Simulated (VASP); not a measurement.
NaCl, 2 atoms in the cell. It takes space group Fm-3m (No. 225, cubic). Conventional cell: a = 5.682 Å, b = 5.682 Å, c = 5.682 Å, α = 90.00°, β = 90.00°, γ = 90.00°. Na (site symmetry m-3m) is surrounded by 6 Cl at 2.84 Å. Cl (site symmetry m-3m) has 6 Na at 2.84 Å as nearest neighbours.  The cell isn't the ideal one: a relaxed cell with its volume scaled by 1.04.

| Item | Value |
| --- | --- |
| Program | VASP 6.6.1 |
| Task | relaxation of the atoms |
| Functional | PBEsol |
| Potentials or basis | VASP PAW PBE potentials, release 64 (Na_pv, Cl) |
| Cutoff | 600 eV |
| k mesh | 8 × 8 × 8 |
| Occupations | gaussian, width 0.03 eV |
| Spin | no spin polarisation |
| Further INCAR settings | ALGO = Normal; EDIFF = 1e-07; IBRION = 2; EDIFFG = -0.01; NSW = 40 |

Potentials or basis: VASP PAW PBE potentials, release 64 (Na_pv, Cl).

Run with:

```bash
$ cat potpaw_PBE.64/Na_pv/POTCAR potpaw_PBE.64/Cl/POTCAR > POTCAR
$ mpirun -np 1 vasp_std > vasp.out
```

Hardware: 1 thread of Intel(R) Xeon(R) 6975P-C (Granite Rapids) (shared host).

**Question.** Estimate the wall time of this run.

**Answer.** Wall time 6 s on 1 thread of Intel(R) Xeon(R) 6975P-C (Granite Rapids), on a shared host, peak memory 0.17 GiB. Counts: scf iterations 14, k points 29, ion steps 1.
